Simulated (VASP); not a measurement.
Here is a VASP 6.6.1 calculation.

File INCAR:

```
ALGO = Fast ; EDIFF = 1E-6
ENCUT = 520 ; GGA = PE
ISIF = 2 ; ISMEAR = 0
KPAR = 4 ; LASPH = T
LCHARG = T ; LREAL = F
LVHAR = T ; LWAVE = F
NELM = 100 ; PREC = Accurate
SIGMA = 0.02
```

File KPOINTS:

```
k-points
0
Gamma
  8 8 8
```

The input POSCAR:

```
CaS                                     
1.0
    0.0000000000      2.8591610786      2.8591610786
    2.8591610786      0.0000000000      2.8591610786
    2.8591610786      2.8591610786      0.0000000000
  Ca              S             
     1     1
Direct
     0.0000000000000000    0.0000000000000000    0.0000000000000000
     0.5000000000000000    0.5000000000000000    0.5000000000000000
```

Potentials or basis: VASP PAW PBE potentials, release 64 (Ca_sv, S).

The run is started by

```console
$ cat potpaw_PBE.64/Ca_sv/POTCAR potpaw_PBE.64/S/POTCAR > POTCAR
$ mpirun -np 4 vasp_std > vasp.out
```

(1) Predict the band gap on the k mesh.

(2) What does it give for the pressure?

Answers

(1) 2.38 eV, indirect (least direct gap 3.18 eV).

(2) 0.0 GPa.
